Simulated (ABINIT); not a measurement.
WC (Qusongite):

```xyz
2
Lattice="2.9065 0.0000 0.0000 -1.4532 2.5171 0.0000 0.0000 0.0000 2.8366" Properties=species:S:1:pos:R:3 pbc="T T T"
W     0.0000    0.0000    0.0000
C     1.4533    0.8390    1.4183
```

Base run:

| Item | Value |
| --- | --- |
| Program | ABINIT 10.8.3 (patched build) |
| Functional | r2SCAN |
| Potentials or basis | PseudoDojo NC SR PBE v0.4.1 standard |
| Cutoff | 1333 eV |
| k mesh | 8 × 8 × 7 |
| Occupations | fermi-dirac, width 0.05 eV |
| Spin | no spin polarisation |

Its results: band gap on the k mesh none (metal or under the smearing width); pressure 1.0 GPa.

Task: The run is repeated on the same cell with these changes: functional from r2SCAN to PBEsol; potentials or basis from PseudoDojo NC SR PBE v0.4.1 standard to PseudoDojo NC SR PBEsol v0.4.1 standard; cutoff from 1333 eV to 1007 eV. What comes out?

Result: Band gap on the k mesh none (metal or under the smearing width); pressure -3.5 GPa.

Caveats: a meta-GGA on potentials with a model core is unreliable (some runs); the potentials were made for another functional, which shifts forces and pressure (some runs).
